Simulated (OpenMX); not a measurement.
# KMgF3 and the effect of the volume of the cell

```
CELL_PARAMETERS angstrom
3.98590 0.00000 0.00000
0.00000 3.98590 0.00000
0.00000 0.00000 3.98590
ATOMIC_POSITIONS crystal
K 0.50000 0.50000 0.50000
Mg 0.00000 0.00000 0.00000
F 0.00000 0.00000 0.50000
F 0.00000 0.50000 0.00000
F 0.50000 0.00000 0.00000
```

The cell comes from a database or a generator and needn't be the form met in nature.

Kept alike: task band structure; functional PBE; k mesh 5 × 5 × 5; occupations fermi-dirac, width 0.05 eV; no spin polarisation. Program: OpenMX, OpenMX 2013 PBE set, K10.0-s3p2d1, Mg7.0-s3p2d1, F6.0-s2p2d1, grid cutoff 500 Ry. The mesh is that of the run's cell of 5 atoms. No spin-orbit coupling.

```csv
"volume of cell, f (times the cell shown)",band gap (eV),pressure (GPa),free energy over the lowest row (meV/atom)
0.88,8.536,19.20,123.17
0.92,8.145,13.48,70.55
0.96,7.788,8.87,35.56
1,7.459,5.10,13.73
1.04,?,?,2.65
1.08,6.864,-0.53,0.00
```

Pressure is positive in compression. The cell shown is the unstrained one; x, y and z are its Cartesian axes; atoms keep their fractions. Gaps are the smaller of the mesh's and the band path's.

Q: Fit the rows shown and predict the run at 1.04 times the cell shown.

A: A least-squares parabola through the rows shown is band gap = 8.03203 f² - 24.0871 f + 23.5104 (largest miss 0.0037); at f = 1.04 it gives 7.147 eV. A least-squares parabola through the rows shown is pressure = 247.151 f² - 582.505 f + 340.332 (largest miss 0.136); at f = 1.04 it gives 1.85 GPa. The run gave: band gap 7.151 eV; pressure 2.03 GPa.
